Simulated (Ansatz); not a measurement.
# Stress against strain in BaTiO3

```yaml
crystal:
  lattice:
    - [3.99980, 0.00000, 0.00000]
    - [0.00000, 3.99980, 0.00000]
    - [0.00000, 0.00000, 4.01800]
  atoms:
    - { symbol: Ba, position: [0.00000, 0.00000, 0.00000] }
    - { symbol: Ti, position: [0.50000, 0.50000, 0.50000] }
    - { symbol: O, position: [0.50000, 0.50000, 0.00000] }
    - { symbol: O, position: [0.50000, 0.00000, 0.50000] }
    - { symbol: O, position: [0.00000, 0.50000, 0.50000] }
```

Atoms are numbered in the order listed.

Conventional cell: a = 4.000 Å, b = 4.000 Å, c = 4.018 Å, α = 90.00°, β = 90.00°, γ = 90.00°. Ba (atom 1) is surrounded by 12 O at 2.83 Å. Ti (atom 2) is surrounded by 6 O at 2.00 to 2.01 Å. O (atom 3) is surrounded by 2 Ti at 2.01 Å. O (atom 4) has 2 Ti at 2.00 Å as nearest neighbours.

The cell is COD entry 2100860, as deposited and not checked against the literature; nothing was relaxed.

No spin–orbit coupling, which matters for the heavy atoms here.

Theory: DFT, PBE, all-electron LAPW, scalar-relativistic in Ansatz 0.2.0.

The runs use a Γ-centred 7×7×7 k mesh, Fermi–Dirac smearing of 0.03 eV, basis error target 1 meV/atom, no spin polarisation.

The strain is applied along the Cartesian axes of the cell as listed (the other components stay zero). Fractional coordinates are held (clamped ions).

σ is the change of stress from the unstrained cell, which is at 1.69 GPa; tension is positive, so slopes are stress–strain coefficients at that pressure.

Only quantities that a quadratic follows smoothly over the whole series are listed; rougher ones are left out.

```tsv
εzz	σzz (GPa)	σxx (GPa)
-0.0300	-10.15	-3.50
-0.0100	-3.04	-1.11
0.0000	0.00	0.00
0.0100	2.74	1.05
0.0200	5.21	2.04
0.0300	7.43	2.98
```

Problem. Fit the series and read off the stiffness at zero strain.

Solution. Least-squares fits y = p0 + p1 x + p2 x² to the rows give σzz (GPa): p1 = 292, p2 = -1500; σxx (GPa): p1 = 108, p2 = -290. So C33 = 292 GPa and C13 = 108 GPa, for these axes.

Problem. One run, at εzz = -0.0200, is withheld. Predict its row.

Solution. The fits give -6.46, -2.28; the run gave -6.42, -2.27.
